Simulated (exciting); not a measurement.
# Ir (Fm-3m) in exciting: single point with LDA-Wigner

Aim: the single point of Ir with LDA-Wigner.

Program: exciting (release sodium). These are calculated values, not measurements. Logs are shortened: lines on timing, memory, paths and dates and some standing lists are left out, and cuts for length are marked.

## 1. The undisturbed crystal

The structure is cubic, space group Fm-3m (No. 225). The conventional cell has a = 3.831 Å, b = 3.831 Å, c = 3.831 Å, α = 90.00°, β = 90.00°, γ = 90.00°. Around Ir (site symmetry m-3m) lie 12 Ir at 2.71 Å.

## 2. Single point, LDA-Wigner (volume scaled by 1.15)

input.xml reads:

```xml
<input>
  <title>Ir</title>
  <structure speciespath="./" tshift="false" cartesian="true">
    <crystal scale="5.3635373184">
      <basevect>0.000000000000 0.707106781189 0.707106781189</basevect>
      <basevect>0.707106781189 0.000000000000 0.707106781189</basevect>
      <basevect>0.707106781189 0.707106781189 0.000000000000</basevect>
    </crystal>
    <species speciesfile="Ir.xml" rmt="2.3">
      <atom coord="0.000000000000 0.000000000000 0.000000000000"/>
    </species>
  </structure>
  <groundstate do="fromscratch" ngridk="12 12 12" rgkmax="9" gmaxvr="14" lmaxapw="8" lmaxmat="8" lmaxvr="8" stype="Gaussian" swidth="0.00367493" nempty="12" ValenceRelativity="iora*" epsengy="1e-05" epspot="1e-05" maxscl="60" tforce="true" outputlevel="high">
    <libxc exchange="XC_LDA_X" correlation="XC_LDA_C_WIGNER"/>
  </groundstate>
</input>
```

Potentials or basis: all-electron LAPW+lo, shipped species files, valence relativity iora*.

Command:

```sh
$ OMP_NUM_THREADS=1 exciting_smp
```

INFO.OUT:

```text
================================================================================
EXCITING SODIUM started
All units are atomic (Hartree, Bohr, etc.)
================================================================================

********************************************************************************
* Ground-state run starting from atomic densities                              *
********************************************************************************

++++++++++++++++++++++++++++++++++++++++++++++++++++++++++++++++++++++++++++++++
+ Starting initialization                                                      +
++++++++++++++++++++++++++++++++++++++++++++++++++++++++++++++++++++++++++++++++

 Lattice vectors (cartesian) :
      0.0000000000      3.7925936090      3.7925936090
      3.7925936090      0.0000000000      3.7925936090
      3.7925936090      3.7925936090      0.0000000000

 Reciprocal lattice vectors (cartesian) :
     -0.8283494035      0.8283494035      0.8283494035
      0.8283494035     -0.8283494035      0.8283494035
      0.8283494035      0.8283494035     -0.8283494035

 Unit cell volume                           :     109.1035601568
 Brillouin zone volume                      :       2.2735299663

 Species :    1 (Ir)
     parameters loaded from                 :    Ir.xml
     name                                   :    iridium
     nuclear charge                         :     -77.00000000
     electronic charge                      :      77.00000000
     atomic mass                            :  350390.15590000
     muffin-tin radius                      :       2.30000000
     # of radial points in muffin-tin       :     450

     atomic positions (cartesian) :
       1 :   0.00000000  0.00000000  0.00000000

 Total number of atoms per unit cell        :       1

 Spin treatment                             :    spin-unpolarised

 Number of Bravais lattice symmetries       :      48
 Number of crystal symmetries               :      48

 k-point grid                               :      12   12   12
 Total number of k-points                   :      72
 k-point set is reduced with crystal symmetries

 R^MT_min * |G+k|_max (rgkmax)              :       9.00000000
 Species with R^MT_min                      :       1 (Ir)
 Maximum |G+k| for APW functions            :       3.91304348
 Maximum |G| for potential and density      :      14.00000000
 Polynomial order for pseudochg. density    :       9

 G-vector grid sizes                        :      24    24    24
 Total number of G-vectors                  :    5029

 Maximum angular momentum used for
     APW functions                          :       8
     computing H and O matrix elements      :       8
     potential and density                  :       8
     inner part of muffin-tin               :       2

 Total nuclear charge                       :     -77.00000000
 Total electronic charge                    :      77.00000000
 Total core charge                          :      48.00000000
 Total valence charge                       :      29.00000000

 Effective Wigner radius, r_s               :       0.69676532

 Number of empty states                     :      12
 Total number of valence states             :      27

 Maximum Hamiltonian size                   :     151
 Maximum number of plane-waves              :     125
 Total number of local-orbitals             :      26

 Exchange-correlation type                  :     100
     libxc; exchange: Slater exchange; correlation: Wigner (see libxc for references)

 Smearing scheme                            :    Gaussian
 Smearing width                             :       0.00367493

 Using multisecant Broyden potential mixing

++++++++++++++++++++++++++++++++++++++++++++++++++++++++++++++++++++++++++++++++
+ Ending initialization                                                        +
++++++++++++++++++++++++++++++++++++++++++++++++++++++++++++++++++++++++++++++++

********************************************************************************
* Groundstate module started                                                   *
********************************************************************************
 Output level for this task is set to high

++++++++++++++++++++++++++++++++++++++++++++++++++++++++++++++++++++++++++++++++
+ Self-consistent loop started                                                 +
++++++++++++++++++++++++++++++++++++++++++++++++++++++++++++++++++++++++++++++++
 Density and potential initialised from atomic data

++++++++++++++++++++++++++++++++++++++++++++++++++++++++++++++++++++++++++++++++
+ SCF iteration number :    1                                                  +
++++++++++++++++++++++++++++++++++++++++++++++++++++++++++++++++++++++++++++++++
 Total energy                               :    -17823.59053286
 _______________________________________________________________
 Fermi energy                               :         0.52192799
 Kinetic energy                             :     20346.76870925
 Coulomb energy                             :    -37835.64671350
 Exchange energy                            :      -330.53761362
 Correlation energy                         :        -4.17491499
 Sum of eigenvalues                         :    -10938.46535388
 Effective potential energy                 :    -31285.23406313
 Coulomb potential energy                   :    -30840.29099113
 xc potential energy                        :      -444.94307200
 Hartree energy                             :      5543.77352792
 Electron-nuclear energy                    :    -41927.83804696
 Nuclear-nuclear energy                     :     -1451.58219446
 Madelung energy                            :    -22415.50121794
 Core-electron kinetic energy               :         0.00000000
[... 479 lines left out ...]
 Electron charges :
     core                                   :        48.00000000
     core leakage                           :         0.00295130
     valence                                :        29.00000000
     interstitial                           :         2.50864044
     charge in muffin-tin spheres :
                  atom     1    Ir          :        74.49135956
     total charge in muffin-tins            :        74.49135956
     total charge                           :        77.00000000

 RMS change in effective potential (target) :  0.306870E-08  ( 0.100000E-04)
 Absolute change in total energy   (target) :  0.245202E-05  ( 0.100000E-04)
 Charge distance                   (target) :  0.547369E-09  ( 0.100000E-04)
 Abs. change in max-nonIBS-force   (target) :   0.00000      ( 0.500000E-04)

++++++++++++++++++++++++++++++++++++++++++++++++++++++++++++++++++++++++++++++++
| Convergency criteria checked for the last 2 iterations                       +
| Convergence targets achieved. Performing final SCF iteration                 +
++++++++++++++++++++++++++++++++++++++++++++++++++++++++++++++++++++++++++++++++
 Total energy                               :    -17844.21866252
 _______________________________________________________________
 Fermi energy                               :         0.47718380
 Kinetic energy                             :     20334.42496838
 Coulomb energy                             :    -37843.59064741
 Exchange energy                            :      -330.87703202
 Correlation energy                         :        -4.17595147
 Sum of eigenvalues                         :    -10946.77228635
 Effective potential energy                 :    -31281.19725473
 Coulomb potential energy                   :    -30835.80088320
 xc potential energy                        :      -445.39637153
 Hartree energy                             :      5556.20756975
 Electron-nuclear energy                    :    -41948.21602270
 Nuclear-nuclear energy                     :     -1451.58219446
 Madelung energy                            :    -22425.69020581
 Core-electron kinetic energy               :         0.00000000

 DOS at Fermi energy (states/Ha/cell)       :        19.25057548

 Electron charges :
     core                                   :        48.00000000
     core leakage                           :         0.00295130
     valence                                :        29.00000000
     interstitial                           :         2.50864044
     charge in muffin-tin spheres :
                  atom     1    Ir          :        74.49135956
     total charge in muffin-tins            :        74.49135956
     total charge                           :        77.00000000

++++++++++++++++++++++++++++++++++++++++++++++++++++++++++++++++++++++++++++++++
+ Self-consistent loop stopped                                                 +
++++++++++++++++++++++++++++++++++++++++++++++++++++++++++++++++++++++++++++++++
 STATE.OUT is written

--------------------------------------------------------------------------------
- Writing atomic positions and forces                                          -
--------------------------------------------------------------------------------

 Atomic positions (cartesian) :
 atom     1  Ir  :     0.00000000    0.00000000    0.00000000

 Total atomic forces including IBS (cartesian) :
 atom     1  Ir  :     0.00000000    0.00000000    0.00000000

 Atomic force components including IBS (cartesian) :
 atom     1  Ir  :     0.00000000    0.00000000    0.00000000   HF force
                 :     0.00000000    0.00000000    0.00000000   core correction
                 :     0.00000000    0.00000000    0.00000000   IBS correction

********************************************************************************
* Groundstate module stopped                                                   *
********************************************************************************

================================================================================
| EXCITING SODIUM stopped                                                      =
================================================================================
```

It took 31 s on 1 thread of Arm Neoverse V1, shared host; peak memory 0.09 GiB.

Results:

| Quantity | Value |
| --- | --- |
| Free energy | -485565.9298 eV |
| Band gap on the k mesh | none (metal or under the smearing width) |
| All electrons inside the program's atomic spheres | Ir 74.49 (radii Ir 2.3 bohr) |
| Density of states at the Fermi level | 0.71 states/eV per cell |

Caveat: the log's total energy holds no entropy term; the free energy is that total less TS from the occupations. Spin-orbit coupling is left out, which matters for the levels of Ir.
